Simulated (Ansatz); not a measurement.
Crystal: Pb.

```
CELL_PARAMETERS angstrom
-1.97966 1.97966 1.97966
1.97966 -1.97966 1.97966
1.97966 1.97966 -1.97966
ATOMIC_POSITIONS crystal
Pb 0.00000 0.00000 0.00000
```

This isn't the form of Pb at room conditions, which is fcc.

- Program: Ansatz 0.2.0
- Task: relaxation of cell and atoms
- Functional: revPBE
- Dispersion: D3(BJ)
- Potentials or basis: Ansatz PAW
- Cutoff: 420 eV (not typed: the program's choice for these potentials)
- k mesh: 9 × 9 × 9
- Occupations: fermi-dirac, width 0.05 eV
- Spin: no spin polarisation

At the start: volume 31.03 Å³/atom.

Problem. How do energy, volume and symmetry change on relaxing?

Solution. It ends after 4 steps and the volume is 29.66 Å³/atom (-4.4 %); space group Im-3m (No. 229, to 0.05 Å).

The path:
| step | energy change (eV) | largest force (eV/Å) | volume (Å³) |
| --- | --- | --- | --- |
| 1 | 0.0000 | 0.0000 | 31.03 |
| 2 | -0.0085 | 0.0000 | 29.74 |
| 3 | -0.0086 | 0.0000 | 29.66 |
| 4 | -0.0084 | 0.0000 | 29.66 |

Final structure:
```
Pb
1.0
    -1.94996    1.94996    1.94996
     1.94996   -1.94996    1.94996
     1.94996    1.94996   -1.94996
Pb
1
Direct
  0.00000 0.00000 0.00000
```

Caveat: the plane-wave basis is chosen anew once the cell has moved, so the energies of steps on either side of that aren't comparable; pairwise dispersion overbinds metals, which lowers pressure and volume; the PAW data sets come from PBE, with cores solved anew for the run's functional, which leaves a small shift of forces and pressure.
